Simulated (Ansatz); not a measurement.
GaS: 69Ga nuclear quadrupole resonance

Cell: a COD entry, ions relaxed with PBE at fixed cell.

Space group P6_3/mmc (No. 194); a = 3.5850, c = 15.5000 Å, γ = 120.00°.

```
site  Wyckoff  site symmetry       x       y       z
  Ga       4f            3m.  0.3333  0.6667  0.1710
   S       4f            3m.  0.3333  0.6667  0.6008
```

One atom of each set is listed.

All values are calculated (Ansatz; DFT, LDA, plane waves and PAW, scalar-relativistic, 420 eV cutoff, Γ-centred 14×14×3 k-points, Fermi–Dirac smearing 0.02 eV), not measured.

69Ga: I = 3/2, Q = 171.0 mb (year-2017 value). Static lattice, zero field.

Q: At which frequencies do the 69Ga NQR lines lie?

A: For I = 3/2 there is one line, ν = (|C_Q|/2)(1 + η²/3)^½.

```
site  atoms  V_zz (10²¹ V/m²)  C_Q (MHz)     η  line frequencies (MHz)
  Ga      4             -7.57      -31.3  0.00                    15.7
```

Q: And for Ga-71 (I = 3/2, Q = 107.0 mb) on Ga?

A: C_Q scales with Q to -19.6 MHz, with lines at 9.80 MHz.

An axis of threefold or higher order runs through Ga, so V_zz lies along it and η is zero.

The largest force is 0.3 eV/Å, so the atoms aren't at the calculated equilibrium and relaxing them would move these values.

The run took 17 s of wall time (17 s of CPU time) and 0.63 GiB at its peak, on 1 thread of Intel Xeon 6975P-C (Granite Rapids) (x86_64; 16 cores open to the job, memory cap 3.0 GiB, no GPU), a shared host with a load of 0.7 a core.
